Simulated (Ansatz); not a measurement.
**Hf in Ansatz: the effect of functional**

Crystal: Hf.

```
Hf
1.0
     0.00000    2.23470    2.23470
     2.23470    0.00000    2.23470
     2.23470    2.23470    0.00000
Hf
1
Direct
  0.00000 0.00000 0.00000
```

This isn't the form of Hf at room conditions, which is hcp.

The cell isn't the ideal one: volume scaled by 1.02.

Alike in all runs:

- Program: Ansatz 0.2.0
- Task: single point
- Potentials or basis: Ansatz PAW
- k mesh: 10 × 10 × 10
- Occupations: fermi-dirac, width 0.05 eV
- Spin: no spin polarisation

Question: One run gave: pressure -7.6 GPa. Which functional did it use?
A. LDA
B. r2SCAN
C. PBEsol

Answer: A.

```csv
functional,cutoff,pressure (GPa)
LDA,420 eV (not typed: the program's choice for these potentials),-7.6
PBEsol,420 eV (not typed: the program's choice for these potentials),-3.7
r2SCAN,500 eV (not typed: the program's choice for these potentials),0.5
```

Caveats: the PAW data sets come from PBE, with cores solved anew for the run's functional, which leaves a small shift of forces and pressure.
